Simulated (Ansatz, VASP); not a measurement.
# BN: VASP beside Ansatz

Contents of INCAR:

```
SYSTEM = BN
PREC     = Accurate       ! precision mode
ENCUT    = 520            ! plane-wave cutoff, eV
EDIFF    = 1E-7           ! SCF threshold, eV
ISMEAR   = -1             ! smearing method
SIGMA    = 0.01           ! smearing width, eV
LREAL    = .FALSE.        ! projectors in reciprocal space
LASPH    = .TRUE.         ! aspherical terms in the spheres
NELM     = 100            ! most SCF steps
ALGO     = Normal         ! electronic algorithm
ISIF     = 2              ! what is computed and relaxed
LWAVE    = .FALSE.        ! write WAVECAR
LCHARG   = .FALSE.        ! write CHGCAR
GGA      = PE             ! functional
NBANDS   = 36             ! bands
```

The input KPOINTS:

```
regular mesh
0
G
  3 3 2
  0 0 0
```

Contents of POSCAR:

```
BN
1.0
    3.7325156433      2.1549689100      0.0000000000
   -3.7325156433      2.1549689100      0.0000000000
    0.0000000000      0.0000000000      6.4954828750
B N
6 6
Direct
    0.0000000000      0.6666666700      0.2500000000
    0.3333333300      0.3333333300      0.2500000000
    0.6666666700      0.0000000000      0.2500000000
    0.0000000000      0.3333333300      0.7500000000
    0.3333333300      0.0000000000      0.7500000000
    0.6666666700      0.6666666700      0.7500000000
    0.0000000000      0.6666666700      0.7500000000
    0.3333333300      0.3333333300      0.7500000000
    0.6666666700      0.0000000000      0.7500000000
    0.0000000000      0.3333333300      0.2500000000
    0.3333333300      0.0000000000      0.2500000000
    0.6666666700      0.6666666700      0.2500000000
```

Input for Ansatz:

```yaml
crystal:
  lattice:
    - [3.732515643333, 2.15496891, 0.0]
    - [-3.732515643333, 2.15496891, 0.0]
    - [0.0, 0.0, 6.495482875]
  atoms:
    - { symbol: B, position: [0.0, 0.66666667, 0.25] }
    - { symbol: B, position: [0.33333333, 0.33333333, 0.25] }
    - { symbol: B, position: [0.66666667, 0.0, 0.25] }
    - { symbol: B, position: [0.0, 0.33333333, 0.75] }
    - { symbol: B, position: [0.33333333, 0.0, 0.75] }
    - { symbol: B, position: [0.66666667, 0.66666667, 0.75] }
    - { symbol: "N", position: [0.0, 0.66666667, 0.75] }
    - { symbol: "N", position: [0.33333333, 0.33333333, 0.75] }
    - { symbol: "N", position: [0.66666667, 0.0, 0.75] }
    - { symbol: "N", position: [0.0, 0.33333333, 0.25] }
    - { symbol: "N", position: [0.33333333, 0.0, 0.25] }
    - { symbol: "N", position: [0.66666667, 0.66666667, 0.25] }
basis:
  ecutwfc: 420.0
  ecutrho_ratio: 4
  xc_grid: 2
  fft_grid_basis: typed
  precision: f64
kpoints:
  mp_grid: { grid: [3, 3, 2] }
hamiltonian:
  pseudopotentials: { kind: paw, azcp: { folder: soft_1 } }
scf:
  max_iter: 80
  self_checks: high
  occupations: { method: fermi_dirac, width: 0.01 }
output:
  forces: true
checkpoint:
  write: "../host.relax.run"
  compress: false
  write_wavefunctions: true
  write_every: 100000
```

The cell is a database's computed one.

Alike in both runs: task single point; functional PBE; k mesh 3 × 3 × 2; occupations fermi-dirac, width 0.01 eV; no spin polarisation.

```csv
,VASP,Ansatz
version,VASP 6.6.1,Ansatz 0.2.0
potentials or method,"VASP PAW PBE potentials, release 64 (B, N)",plane-wave PAW DFT
plane-wave cutoff (eV),520,420
valence electrons in the cell,48,48
```

|  | VASP | Ansatz | Ansatz less VASP |
| --- | --- | --- | --- |
| gap on the k mesh at the Fermi level (eV) | 4.40 | 4.40 | +0.002 |

The functional is the same, so the differences come from potentials, cutoffs and numerics.

Caveats: the k mesh is coarse (spacing up to 0.56 Å⁻¹), so the values aren't converged; an odd mesh through Γ misses points on the zone boundary, where band edges often lie. As with any semilocal functional, this PBE gap is likely too small.
